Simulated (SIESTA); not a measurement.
# Bi under changes of volume

One of the cells (34.026 Å³/atom); the others are scaled copies at fixed shape and fractional positions:

```
CELL_PARAMETERS angstrom
3.48860 -3.13258 0.00000
3.48860 3.13258 0.00000
-1.26023 0.00000 3.11355
ATOMIC_POSITIONS crystal
Bi 0.75306 0.75306 0.85738
Bi 0.24694 0.24694 0.14262
```

This isn't the form of Bi at room conditions, which is rhombohedral.

```yaml
Program: SIESTA 5.4.2
Functional: LDA
Potentials_or_basis: PseudoDojo 0.4 standard (LDA files)
Basis: DZP (energy shift 0.003 Ry; two zetas on semicore shells)
Grid_cutoff: 500 Ry
Energy_shift: 0.003 Ry
k_mesh: 6 × 6 × 9
Occupations: fermi-dirac, width 0.05 eV
Spin: no spin polarisation
```

```csv
volume (Å³/atom),energy over the lowest point (meV/atom),pressure (GPa),largest force (eV/Å)
31.984,0.00,0.1,0.029
32.665,2.30,-1.1,0.011
33.345,9.37,-2.2,0.036
34.026,20.68,-3.1,0.064
34.706,35.78,-3.9,0.091
35.387,54.22,-4.7,0.116
36.067,?,?,?
```

Problem. What does the run at 36.067 Å³/atom give?

Solution. Energy over the lowest point 75.63 meV/atom; pressure -5.3 GPa; largest force 0.139 eV/Å.

Worked out: A Birch-Murnaghan fit of order 3 (a polynomial in V^(-2/3)) to the other rows has its minimum at 32.02 Å³/atom with B0 = V·E''(V) = 59 GPa and B' = 4.6 at fixed shape and positions, which overstates the stiffness. It gives 75.62 meV/atom at 36.067 Å³/atom, against the run's 75.63, and -dE/dV = -5.4 GPa, against -5.3.

Energies are extrapolated to zero smearing.

Caveats: the basis of atomic orbitals isn't converged, which shifts pressures, moduli and gaps.
